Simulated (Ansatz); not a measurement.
# NaF (Fm-3m): G0W0 and the choice of datasets

```xyz
2
Lattice="0.0000 2.2800 2.2800 2.2800 0.0000 2.2800 2.2800 2.2800 0.0000" Properties=species:S:1:pos:R:3 pbc="T T T"
Na    0.0000    0.0000    0.0000
F     2.2800    2.2800    2.2800
```

Held fixed (Ansatz):

```yaml
orbitals: r²SCAN
k_mesh: 4×4×4
empty_bands: 153
response_cutoff: 200 eV
frequencies: contour deformation
q_→_0_term: analytic weight of Carrier, Rohra and Görling
band_sums: cut at the band count
```

The gap is read direct at Γ, linearised, between the Kohn-Sham band edges among the points solved. The direct gap is read between the top filled and lowest empty Kohn-Sham band at Γ. ε∞ is the electronic dielectric constant on this mesh.

| datasets, wave cutoff | KS gap (eV) | G0W0 gap (eV) | direct at Γ (eV) | ε∞ |
| --- | --- | --- | --- | --- |
| all-electron, 3300 eV | 7.41 | 11.37 | 11.37 | 1.7 |
| hard PAW, 700 eV | 7.41 | ? | ? | ? |
| hand-made PAW, accurate, 1300 eV | 7.41 | 11.38 | 11.38 | 1.7 |
| hand-made PAW, 1050 eV | 7.41 | 11.38 | 11.38 | 1.7 |
| JTH PAW, 700 eV | 7.39 | 11.33 | 11.33 | 1.7 |
| soft PAW (1st gen.), 500 eV | 7.42 | 11.37 | 11.37 | 1.7 |
| norm-conserving, 1197 eV | 7.25 | 11.05 | 11.05 | 1.8 |

(1) Fill in the row for hard PAW, 700 eV.

Answers

(1) G0W0 gap 11.37 eV, direct at Γ 11.37 eV, ε∞ 1.7.

The cell is a model at fixed atoms and needn't be the relaxed known crystal. The PAW or pseudopotential files were made with PBE. Soft PAW datasets can miss an all-electron G0W0 gap by more than 5 %. With norm-conserving pseudopotentials the core–valence exchange is only approximate, which can shift gaps by tenths of an eV and RPA lattice constants by most of a per cent. The mesh is coarse, so these are values at the stated settings, not converged ones. Band sums or response are cut, so the gap isn't at its basis limit. With r²SCAN or HSE06 the Kohn-Sham levels are generalised ones.
